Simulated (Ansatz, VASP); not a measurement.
Al32H (a cell with a defect): VASP beside Ansatz

```
CELL_PARAMETERS angstrom
8.10000 0.00000 0.00000
0.00000 8.10000 0.00000
0.00000 0.00000 8.10000
ATOMIC_POSITIONS crystal
Al 0.50281 0.00254 0.00006
Al 0.74743 0.24715 0.00006
Al 0.75096 0.99901 0.24924
Al 0.00064 0.99803 0.99946
Al 0.24951 0.25135 0.99949
Al 0.49862 0.50047 0.99950
Al 0.75195 0.74933 0.99945
Al 0.25009 0.00255 0.25272
Al 0.49934 0.25062 0.24920
Al 0.74743 0.49990 0.25272
Al 0.49937 0.99900 0.50082
Al 0.75097 0.25060 0.50083
Al 0.74739 0.00259 0.74998
Al 0.99101 0.49036 0.00942
Al 0.25957 0.75893 0.00941
Al 0.00006 0.24714 0.25273
Al 0.24957 0.50042 0.24855
Al 0.50282 0.74991 0.25272
Al 0.00004 0.00258 0.49731
Al 0.25012 0.24710 0.49730
Al 0.50287 0.49988 0.49730
Al 0.74739 0.74994 0.49731
Al 0.24955 0.99815 0.75052
Al 0.50288 0.24709 0.74998
Al 0.75180 0.50044 0.75052
Al 0.00072 0.74926 0.24820
Al 0.00062 0.50049 0.50174
Al 0.24948 0.74934 0.50177
Al 0.00071 0.25155 0.75065
Al 0.25972 0.49022 0.74074
Al 0.49839 0.74927 0.75066
Al 0.99079 0.75916 0.74065
H 0.12532 0.62461 0.87506
```

Alike in both runs: functional PBE; k mesh 2 × 2 × 2; occupations gaussian, width 0.05 eV; no spin polarisation.

Ansatz relaxed the structure, and its values are those at the end. VASP's run is a single point on that final structure, the one shown.

|  | VASP | Ansatz |
| --- | --- | --- |
| version | VASP 6.6.1 | Ansatz 0.2.0 |
| potentials or method | VASP PAW PBE potentials, release 64 (Al, H) | scalar-relativistic, plane waves, PAW |
| plane-wave cutoff (eV) | 520 | 420 |
| valence electrons in the cell | 97 | 97 |

VASP gave:

- rms of the force components (eV/Å): 0.008

Which values does Ansatz return?

rms of the force components (eV/Å): 0.007.

With one functional, cell and mesh, what is left measures potentials, basis and numerics.

Caveats: the k mesh is coarse (spacing up to 0.39 Å⁻¹), so the values aren't converged.
